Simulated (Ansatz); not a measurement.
Vibrational response of Ir

Computed with DFT PBE, scalar-relativistic, plane waves, PAW in Ansatz. Plane waves to 420 eV; Γ-centred k mesh 24×24×12; Fermi-Dirac smearing of 0.15 eV. No spin polarisation. Phonons by linear response, acoustic sum rule imposed.

Relaxed structure:
```
Ir
1.0
     2.75080    0.00000    0.00000
    -1.37540    2.38226    0.00000
     0.00000    0.00000    4.45565
Ir
2
Direct
  0.33333 0.66667 0.25000
  0.66667 0.33333 0.75000
```

The cell was found from a structure generator's guess, not taken from experiment. In a metal, frequencies depend on the k mesh and the smearing, soft modes most. Spin–orbit coupling is left out, which matters for heavy elements. This form isn't the element's ground state: it lies 78 meV/atom above the standard structure at this level.

Optical modes at Γ:
| frequency (meV) | degeneracy |
| --- | --- |
| 14.2 | 2 |
| 23.6 | 1 |

All 3 optical modes at Γ are real: no displacement of atoms at fixed cell lowers the energy to second order. Strains and modes at other wave vectors aren't tested by this run.
